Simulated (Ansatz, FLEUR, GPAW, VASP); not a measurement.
# TePb: 5 runs at one level of theory

```
Pb Te
1.0
     0.00000    3.23100    3.23100
     3.23100    0.00000    3.23100
     3.23100    3.23100    0.00000
Pb Te
1 1
Direct
  0.00000 0.00000 0.00000
  0.50000 0.50000 0.50000
```

Alike in all runs: task band structure; functional BLYP; k mesh 7 × 7 × 7; occupations fermi-dirac, width 0.05 eV; no spin polarisation; no spin-orbit coupling. Pressure is positive in compression and, in plane waves, holds the error of the finite cutoff, which Ansatz's Pulay term estimates and takes out. Gaps are the smaller of the mesh's and the band path's.

```tsv
program and potentials	plane-wave cutoff (eV)	notes	band gap (eV)	pressure (GPa)
Ansatz, Ansatz PAW	420	potentials made for PBE, which Ansatz adapts in part; 15 valence electrons an atom on average; Pulay term of +0.03 GPa included	0.83	5.32
VASP, PBE PAW files Pb_d, Te, 520 eV	520	potentials made for PBE; 10 valence electrons an atom on average	0.82	5.48
FLEUR, all-electron, FLAPW	-	-	0.82	-
Ansatz, all-electron LAPW, scalar-relativistic	-	-	0.83	5.33
GPAW, PAW data sets generated for this functional	600	10 valence electrons an atom on average	0.80	5.06
```

The band gap spans 0.80 (GPAW, PAW data sets generated for this functional) to 0.83 eV (Ansatz, Ansatz PAW), with all-electron results at 0.82 to 0.83. The pressure spans 5.06 (GPAW, PAW data sets generated for this functional) to 5.48 GPa (VASP, PBE PAW files Pb_d, Te, 520 eV), with all-electron results at 5.33. Some sets were made for another functional than the one run, which can shift their rows. Spin-orbit coupling, left out here, moves the band edges of heavy atoms. The paths' points differ, which is worth about 0.01 eV.

Differences between rows come from potentials, basis sets and numerical settings, since the functional is the same but for its coding. Runs on potential files found faulty are left out.

The five runs agree closely on the gap, but all place it well above the measured value for PbTe, the reverse of the usual semilocal underestimate. The likely cause is the missing spin-orbit coupling: the conduction-band edge at L is largely Pb p, and coupling pulls it down strongly, narrowing the gap. The agreement between codes therefore supports the numerical solution, not the gap as a prediction for the real material.

The positive pressures show that BLYP favours a larger cell than this one, which lies close to experiment. This fits the functional's known tendency to underbind solids of heavy elements. Pressure also separates the potentials more clearly than the gap does. The set generated for BLYP gives 5.06 GPa, further from the all-electron 5.33 GPa than either set made for PBE, so matching the functional doesn't by itself secure accuracy here. Nor does valence count alone explain the spread, as the two sets with 10 electrons an atom err in opposite directions. Because the gap of PbTe narrows under compression, relaxing the cell within BLYP would probably widen it further.
